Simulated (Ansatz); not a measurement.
Born–Oppenheimer molecular dynamics of a periodic cell of 27 atoms, Ba (surface Ba(100)). It goes on from the last frame of an earlier run, with new velocities.

The calculation used DFT PBE-D3(BJ), scalar-relativistic, plane waves, PAW in Ansatz 0.2.0. Settings: accuracy low, cutoff 420 eV, k mesh 1x1x1, fermi-dirac smearing 0.05 eV, no spin polarisation.

```
ensemble        : NVT, Langevin thermostat
time step       : 3 fs
steps asked     : 200
set temperature : 450 K
friction        : 0.05 /fs
atoms held      : 1 to 9
seed            : 903341
```

First frame:

```xyz
27
Lattice="15.0600 0.0000 0.0000 0.0000 15.0600 0.0000 0.0000 0.0000 17.0200" Properties=species:S:1:pos:R:3
Ba 0.000 0.000 1.000
Ba 5.020 0.000 1.000
Ba 10.040 0.000 1.000
Ba 0.000 5.020 1.000
Ba 5.020 5.020 1.000
Ba 10.040 5.020 1.000
Ba 0.000 10.040 1.000
Ba 5.020 10.040 1.000
Ba 10.040 10.040 1.000
Ba 2.589 2.671 3.766
Ba 7.505 2.449 3.661
Ba 12.490 2.381 3.742
Ba 2.389 7.578 3.363
Ba 7.346 7.190 3.479
Ba 12.349 7.566 3.513
Ba 2.406 12.260 3.406
Ba 7.555 12.623 3.509
Ba 12.303 12.202 3.849
Ba 0.091 -0.402 6.089
Ba 4.568 -0.704 6.080
Ba 9.809 -0.067 6.393
Ba -0.333 5.283 5.918
Ba 4.650 5.653 6.517
Ba 9.848 5.173 6.284
Ba 0.249 9.845 6.291
Ba 4.920 9.972 5.940
Ba 9.206 9.773 6.322
```

Problem. What does the run give?

Solution. The run went to its last step.

```json
{"steps done": "200", "time covered": "600 fs", "mean temperature over the second half": "438 K", "spread of the potential energy over the second half": "2.3 meV per atom", "mean potential energy of the second half above the start": "6.9 meV per atom"}
```

A run of 0.6 ps of so small a system gives no equilibrium averages. Limits of this set-up: coarse k mesh, thin slab, slab without dipole correction, a typed lattice constant that wasn't relaxed here, low accuracy level.

Problem. What happens to the structure?

Solution. Mean squared displacements from the first frame to the last: Ba 0.07 Å². Another seed would give other details.

Problem. How do temperature and energy run in time?

Solution. 
```csv
time (fs),T (K),potential energy less start (eV)
0,450,0.000
30,437,-0.006
60,353,0.046
90,626,0.079
120,363,0.132
150,539,0.141
180,442,0.207
210,419,0.215
240,562,0.204
270,545,0.263
300,383,0.337
330,486,0.263
360,434,0.240
390,419,0.181
420,466,0.122
450,407,0.111
480,423,0.120
510,446,0.149
540,358,0.203
570,469,0.194
600,626,0.219
```

The run took 41 min on 4 threads of Intel(R) Xeon(R) Platinum 8259CL CPU @ 2.50GHz (Skylake/Cascade Lake), with other jobs on the host, peak memory 3 GiB.
